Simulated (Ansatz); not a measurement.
## Band structure of Pb

```
Pb
1.0
     3.03861   -1.75032    0.00000
     3.03861    1.75032    0.00000
    -2.11546    0.00000    6.09522
Pb
2
Cartesian
  -0.0230 0.0000 1.6683
  3.9848 0.0000 4.4269
```

Atoms are numbered in the order listed.

Structure from Materials Project entry mp-1057273 (possibly hypothetical), not relaxed further.

Theory: DFT, PBE, all-electron LAPW, Dirac equation with spin-orbit coupling (Ansatz 0.2.0).

The runs use a Γ-centred 11×11×6 k mesh, Fermi–Dirac smearing of 0.08 eV, basis error target 0.5 meV/atom, no spin polarisation.

Points in fractions of the reciprocal vectors of this cell: Γ (0, 0, 0), C (-0.343, 0.343, 0), C2 (-0.657, -0.343, 0), Y2 (-0.5, -0.5, 0), M2 (-0.5, -0.5, 0.5), D (-0.686, -0.314, 0.5), D2 (-0.314, 0.314, 0.5), A (0, 0, 0.5). The path joins them by straight lines in the order Γ–C–C2–Y2–Γ–M2–D–D2–A; legs that retrace an earlier one aren't tabulated. Energies are in eV from the Fermi level.

Q: Metal or insulator at this level of theory?

A: No gap opens: metallic or semimetallic.

Q: Tabulate bands 68 to 75, counted from the lowest band of the run, along the path.

A: 
```json
{"k (1/Å)": "0.00", "point": "Γ", "band 68": "-8.24", "band 69": "-4.03", "band 70": "-4.03", "band 71": "4.39", "band 72": "4.39", "band 73": "5.26", "band 74": "5.26", "band 75": "7.18"}
{"k (1/Å)": "0.25", "point": "", "band 68": "-8.04", "band 69": "-3.78", "band 70": "-3.78", "band 71": "3.41", "band 72": "3.41", "band 73": "3.91", "band 74": "3.91", "band 75": "5.87"}
{"k (1/Å)": "0.49", "point": "", "band 68": "-7.47", "band 69": "-3.08", "band 70": "-3.08", "band 71": "1.08", "band 72": "1.08", "band 73": "1.45", "band 74": "1.45", "band 75": "4.00"}
{"k (1/Å)": "0.74", "point": "", "band 68": "-6.66", "band 69": "-2.27", "band 70": "-2.27", "band 71": "-1.01", "band 72": "-1.01", "band 73": "-0.41", "band 74": "-0.41", "band 75": "2.02"}
{"k (1/Å)": "0.98", "point": "", "band 68": "-6.20", "band 69": "-2.56", "band 70": "-2.56", "band 71": "-1.89", "band 72": "-1.89", "band 73": "-0.68", "band 74": "-0.68", "band 75": "0.35"}
{"k (1/Å)": "1.23", "point": "C", "band 68": "-6.60", "band 69": "-2.46", "band 70": "-2.46", "band 71": "-2.06", "band 72": "-2.06", "band 73": "-1.29", "band 74": "-1.29", "band 75": "0.17"}
{"k (1/Å)": "1.49", "point": "", "band 68": "-6.42", "band 69": "-3.10", "band 70": "-3.10", "band 71": "-2.05", "band 72": "-2.05", "band 73": "-0.05", "band 74": "-0.05", "band 75": "0.59"}
{"k (1/Å)": "1.74", "point": "", "band 68": "-6.48", "band 69": "-3.51", "band 70": "-3.51", "band 71": "-2.57", "band 72": "-2.57", "band 73": "0.36", "band 74": "0.36", "band 75": "2.52"}
{"k (1/Å)": "2.00", "point": "", "band 68": "-6.48", "band 69": "-3.51", "band 70": "-3.51", "band 71": "-2.57", "band 72": "-2.57", "band 73": "0.36", "band 74": "0.36", "band 75": "2.52"}
{"k (1/Å)": "2.26", "point": "", "band 68": "-6.42", "band 69": "-3.10", "band 70": "-3.10", "band 71": "-2.05", "band 72": "-2.05", "band 73": "-0.05", "band 74": "-0.05", "band 75": "0.59"}
{"k (1/Å)": "2.51", "point": "C2", "band 68": "-6.60", "band 69": "-2.46", "band 70": "-2.46", "band 71": "-2.06", "band 72": "-2.06", "band 73": "-1.29", "band 74": "-1.29", "band 75": "0.17"}
{"k (1/Å)": "2.63", "point": "", "band 68": "-6.88", "band 69": "-2.49", "band 70": "-2.49", "band 71": "-2.23", "band 72": "-2.23", "band 73": "-1.20", "band 74": "-1.20", "band 75": "0.91"}
{"k (1/Å)": "2.74", "point": "", "band 68": "-7.13", "band 69": "-2.81", "band 70": "-2.81", "band 71": "-2.45", "band 72": "-2.45", "band 73": "-0.44", "band 74": "-0.44", "band 75": "1.64"}
{"k (1/Å)": "2.85", "point": "", "band 68": "-7.31", "band 69": "-3.08", "band 70": "-3.08", "band 71": "-2.69", "band 72": "-2.69", "band 73": "0.53", "band 74": "0.53", "band 75": "1.98"}
{"k (1/Å)": "2.96", "point": "", "band 68": "-7.43", "band 69": "-3.24", "band 70": "-3.24", "band 71": "-2.85", "band 72": "-2.85", "band 73": "1.40", "band 74": "1.40", "band 75": "2.03"}
{"k (1/Å)": "3.08", "point": "Y2", "band 68": "-7.46", "band 69": "-3.29", "band 70": "-3.29", "band 71": "-2.90", "band 72": "-2.90", "band 73": "1.83", "band 74": "1.83", "band 75": "1.95"}
{"k (1/Å)": "3.30", "point": "", "band 68": "-7.17", "band 69": "-2.69", "band 70": "-2.69", "band 71": "-2.06", "band 72": "-2.06", "band 73": "0.47", "band 74": "0.47", "band 75": "2.47"}
{"k (1/Å)": "3.51", "point": "", "band 68": "-7.56", "band 69": "-1.89", "band 70": "-1.89", "band 71": "-0.56", "band 72": "-0.56", "band 73": "0.19", "band 74": "0.19", "band 75": "3.18"}
{"k (1/Å)": "3.73", "point": "", "band 68": "-7.95", "band 69": "-2.91", "band 70": "-2.91", "band 71": "1.63", "band 72": "1.63", "band 73": "2.19", "band 74": "2.19", "band 75": "4.31"}
{"k (1/Å)": "3.95", "point": "", "band 68": "-8.17", "band 69": "-3.73", "band 70": "-3.73", "band 71": "3.65", "band 72": "3.65", "band 73": "4.24", "band 74": "4.24", "band 75": "5.95"}
{"k (1/Å)": "4.17", "point": "Γ", "band 68": "-8.24", "band 69": "-4.03", "band 70": "-4.03", "band 71": "4.39", "band 72": "4.39", "band 73": "5.26", "band 74": "5.26", "band 75": "7.18"}
{"k (1/Å)": "4.38", "point": "", "band 68": "-8.11", "band 69": "-3.83", "band 70": "-3.83", "band 71": "3.56", "band 72": "3.56", "band 73": "4.40", "band 74": "4.40", "band 75": "6.15"}
{"k (1/Å)": "4.59", "point": "", "band 68": "-7.74", "band 69": "-3.26", "band 70": "-3.26", "band 71": "1.25", "band 72": "1.25", "band 73": "2.79", "band 74": "2.79", "band 75": "4.85"}
{"k (1/Å)": "4.80", "point": "", "band 68": "-7.15", "band 69": "-2.50", "band 70": "-2.50", "band 71": "-1.11", "band 72": "-1.11", "band 73": "0.94", "band 74": "0.94", "band 75": "3.85"}
{"k (1/Å)": "5.01", "point": "", "band 68": "-6.56", "band 69": "-3.02", "band 70": "-3.02", "band 71": "-2.10", "band 72": "-2.10", "band 73": "-0.06", "band 74": "-0.06", "band 75": "3.26"}
{"k (1/Å)": "5.22", "point": "M2", "band 68": "-6.43", "band 69": "-3.58", "band 70": "-3.58", "band 71": "-2.57", "band 72": "-2.57", "band 73": "0.14", "band 74": "0.14", "band 75": "3.17"}
{"k (1/Å)": "5.35", "point": "", "band 68": "-6.40", "band 69": "-3.51", "band 70": "-3.51", "band 71": "-2.50", "band 72": "-2.50", "band 73": "0.20", "band 74": "0.20", "band 75": "2.46"}
{"k (1/Å)": "5.48", "point": "", "band 68": "-6.33", "band 69": "-3.30", "band 70": "-3.30", "band 71": "-2.32", "band 72": "-2.32", "band 73": "0.28", "band 74": "0.28", "band 75": "1.28"}
{"k (1/Å)": "5.62", "point": "", "band 68": "-6.27", "band 69": "-2.97", "band 70": "-2.97", "band 71": "-2.08", "band 72": "-2.08", "band 73": "-0.16", "band 74": "-0.16", "band 75": "0.42"}
{"k (1/Å)": "5.75", "point": "", "band 68": "-6.33", "band 69": "-2.63", "band 70": "-2.63", "band 71": "-2.00", "band 72": "-2.00", "band 73": "-0.88", "band 74": "-0.88", "band 75": "-0.11"}
{"k (1/Å)": "5.88", "point": "D", "band 68": "-6.64", "band 69": "-2.53", "band 70": "-2.53", "band 71": "-2.08", "band 72": "-2.08", "band 73": "-1.01", "band 74": "-1.01", "band 75": "0.11"}
{"k (1/Å)": "6.12", "point": "", "band 68": "-7.03", "band 69": "-3.00", "band 70": "-3.00", "band 71": "-2.14", "band 72": "-2.14", "band 73": "-0.40", "band 74": "-0.40", "band 75": "1.34"}
{"k (1/Å)": "6.36", "point": "", "band 68": "-7.34", "band 69": "-3.23", "band 70": "-3.23", "band 71": "-2.78", "band 72": "-2.78", "band 73": "1.31", "band 74": "1.31", "band 75": "1.91"}
{"k (1/Å)": "6.60", "point": "", "band 68": "-7.34", "band 69": "-3.23", "band 70": "-3.23", "band 71": "-2.78", "band 72": "-2.78", "band 73": "1.31", "band 74": "1.31", "band 75": "1.91"}
{"k (1/Å)": "6.83", "point": "", "band 68": "-7.03", "band 69": "-3.00", "band 70": "-3.00", "band 71": "-2.14", "band 72": "-2.14", "band 73": "-0.40", "band 74": "-0.40", "band 75": "1.34"}
{"k (1/Å)": "7.07", "point": "D2", "band 68": "-6.64", "band 69": "-2.53", "band 70": "-2.53", "band 71": "-2.08", "band 72": "-2.08", "band 73": "-1.01", "band 74": "-1.01", "band 75": "0.11"}
{"k (1/Å)": "7.30", "point": "", "band 68": "-7.44", "band 69": "-2.52", "band 70": "-2.52", "band 71": "-1.38", "band 72": "-1.38", "band 73": "0.07", "band 74": "0.07", "band 75": "1.22"}
{"k (1/Å)": "7.52", "point": "", "band 68": "-8.23", "band 69": "-1.37", "band 70": "-1.37", "band 71": "0.05", "band 72": "0.05", "band 73": "1.28", "band 74": "1.28", "band 75": "1.92"}
{"k (1/Å)": "7.75", "point": "", "band 68": "-9.04", "band 69": "-0.02", "band 70": "-0.02", "band 71": "0.59", "band 72": "0.59", "band 73": "1.90", "band 74": "1.90", "band 75": "2.78"}
{"k (1/Å)": "7.97", "point": "", "band 68": "-9.57", "band 69": "-0.22", "band 70": "-0.22", "band 71": "0.59", "band 72": "0.59", "band 73": "3.59", "band 74": "3.59", "band 75": "4.87"}
{"k (1/Å)": "8.20", "point": "A", "band 68": "-9.75", "band 69": "-0.40", "band 70": "-0.40", "band 71": "0.51", "band 72": "0.51", "band 73": "4.70", "band 74": "4.70", "band 75": "6.28"}
```
